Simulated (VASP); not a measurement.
Input of a VASP 6.6.1 run:

The input INCAR:

```
SYSTEM = Be
ALGO = Fast
EDIFF = 1E-7
ENCUT = 520
GGA = PS
ISIF = 2
ISMEAR = -1
LASPH = .True.
LCHARG = .False.
LREAL = .False.
LWAVE = .False.
NBANDS = 7
NELM = 60
PREC = Accurate
SIGMA = 0.1
```

File KPOINTS:

```
k-points
0
Gamma
  24 24 24
  0 0 0
```

File POSCAR:

```
Be
1.0
    2.1652747306      0.0000000000      0.0000000000
    0.0000000000      2.1652747306      0.0000000000
    0.0000000000      0.0000000000      2.1652747306
Be
1
Direct
    0.0000000000      0.0000000000      0.0000000000
```

Potentials or basis: VASP PAW PBE potentials, release 64 (Be).

Run with:

```console
$ cat potpaw_PBE.64/Be/POTCAR > POTCAR
$ mpirun -np 1 vasp_std > vasp.out
```

**Question.** Estimate the band gap on the k mesh.

**Answer.** None (metal or under the smearing width).

**Question.** Estimate the pressure.

**Answer.** 0.4 GPa.

Caveat: the PAW data sets were made with another functional, which shifts forces and pressure a little.
